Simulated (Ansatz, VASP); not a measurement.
## One calculation of Ga, two programs

```xyz
2
Lattice="1.4596 -4.0919 0.0000 1.4596 4.0919 0.0000 0.0000 0.0000 3.1910" Properties=species:S:1:pos:R:3 pbc="T T T"
Ga    1.4596    3.0035    2.3932
Ga    1.4596   -3.0035    0.7977
```

Change from the starting cell: volume scaled by 1.02.

Alike in both runs: task single point; functional PBE; k mesh 10 × 10 × 8; occupations fermi-dirac, width 0.05 eV; no spin polarisation.

|  | VASP | Ansatz |
| --- | --- | --- |
| version | VASP 6.6.1 | Ansatz 0.2.0 |
| potentials or method | VASP PAW PBE potentials, release 64 (Ga_d), cutoff 520 eV | all-electron LAPW, scalar-relativistic |

```csv
,VASP,Ansatz,Ansatz less VASP
gap on the k mesh at the Fermi level (eV),none,none,-
pressure (GPa),0.5,0.4,-0.11
largest component of the traceless stress (GPa),1.54,1.52,-0.016
rms of the force components (eV/Å),0.121,0.118,-0.0022
```

Atom by atom the forces differ by 0.002 eV/Å (rms over components). A gap of «none» marks a metal or a gap that the smearing closes. Ansatz ran all-electron here, so the differences hold the error of VASP's frozen core and of both bases.
